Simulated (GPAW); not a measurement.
Wanted: an ASE script for a GPAW 26.7.0 run.

| Quantity | Value |
| --- | --- |
| Task | single point |
| Functional | PBE |
| Potentials or basis | GPAW PAW data sets (gpaw-data 1.2.1) |
| Cutoff | 600 eV |
| Basis | pw |
| k mesh | 8 × 8 × 8 |
| Occupations | gaussian, width 0.018 eV |
| Spin | no spin polarisation |
| Maxiter | 150 |

The structure of GaSb lies in GaSb.xyz:

```xyz
2
Lattice="0.0000000000 3.0590000000 3.0590000000 3.0590000000 0.0000000000 3.0590000000 3.0590000000 3.0590000000 0.0000000000" Properties=species:S:1:pos:R:3 pbc="T T T"
Sb     4.5885000000      4.5885000000      4.5885000000
Ga     0.0000000000      0.0000000000      0.0000000000
```

One way to write it, as run:

run.py

```python
from ase.dft.bandgap import bandgap
from ase.io import read, write
from ase.units import GPa
from gpaw import GPAW, PW

atoms = read('GaSb.xyz')

calc = GPAW(mode=PW(600),
            xc='PBE',
            kpts={'size': (8, 8, 8), 'gamma': True},
            occupations={'name': 'methfessel-paxton', 'order': 0, 'width': 0.018000000000000002},
            nbands=18,
            convergence={'density': 1e-05, 'energy': 1e-05},
            maxiter=150,
            txt='gpaw.txt')
atoms.calc = calc
energy = atoms.get_potential_energy()
forces = atoms.get_forces()
stress = atoms.get_stress()
calc.write('gs.gpw')
write('result.traj', atoms)
print(f'Energy: {energy:.6f} eV')
print('Forces (eV/A):')
print(forces.round(4))
print('Stress (GPa):', (stress / GPa).round(3))
print('Fermi level:', round(calc.get_fermi_level(), 4), 'eV')
print(f'Gap: {bandgap(calc)[0]:.4f} eV, direct: {bandgap(calc, direct=True)[0]:.4f} eV')
```

Potentials or basis: GPAW PAW data sets (gpaw-data 1.2.1), pw.

Command:

```bash
$ OMP_NUM_THREADS=1 python run.py
```

Results of the run:

| Item | Value |
| --- | --- |
| Pressure | 2.3 GPa |
| Band gap on the k mesh | 0.09 eV, direct |

Caveat: spin-orbit coupling is left out, which moves the levels of the heavy elements.

Run time: 12 s on 1 thread of Arm Neoverse V2 (shared host), peak memory 0.17 GiB.
